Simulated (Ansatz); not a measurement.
Runs of Ansatz 0.2.0 on BN. Symmetry: F-43m, No. 216, cubic system. The conventional cell has a = 3.626 Å, b = 3.626 Å, c = 3.626 Å, α = 90.00°, β = 90.00°, γ = 90.00°. Around N (site symmetry -43m) lie 4 B at 1.57 Å. B (site symmetry -43m) has 4 N at 1.57 Å as nearest neighbours. The cell is a database's computed one.

```csv
task,level,cell,k mesh,smearing,q mesh,points for each segment of the path,atoms under strain,gap on the mesh (eV),pressure (GPa),relaxed volume (Å³/atom)
single point,PBEsol,as given,13 × 13 × 13,gaussian 0.05 eV,-,-,-,4.35,-6.3,-
relaxation of cell and atoms,PBE,relaxed,13 × 13 × 13,fermi-dirac 0.05 eV,-,-,-,4.54,0.0,(a)
phonons,LDA,as given,10 × 10 × 10,fixed,2 × 2 × 2,8,-,4.35,-,-
elastic constants,PBE,as given,10 × 10 × 10,fixed,-,-,clamped,4.46,-0.4,-
relaxation of cell and atoms,RPBE,relaxed,13 × 13 × 13,fermi-dirac 0.05 eV,-,-,-,4.55,0.0,(b)
```

Alike in all rows: potentials or basis Ansatz PAW; no spin polarisation; cutoff (eV) 420.

Question: Fill in the values left out.

Answer: (a) 5.95; (b) 6.05.

Caveats: odd divisions of the mesh miss points on the zone boundary, where band edges often lie, so the gap on the mesh can be too wide (some runs); the PAW data sets come from PBE, with cores solved anew for the run's functional, which leaves a small shift of forces and pressure (some runs); the plane-wave basis is chosen anew once the cell has moved, so the energies of steps on either side of that aren't comparable (some runs).

A k mesh can miss the band edges.
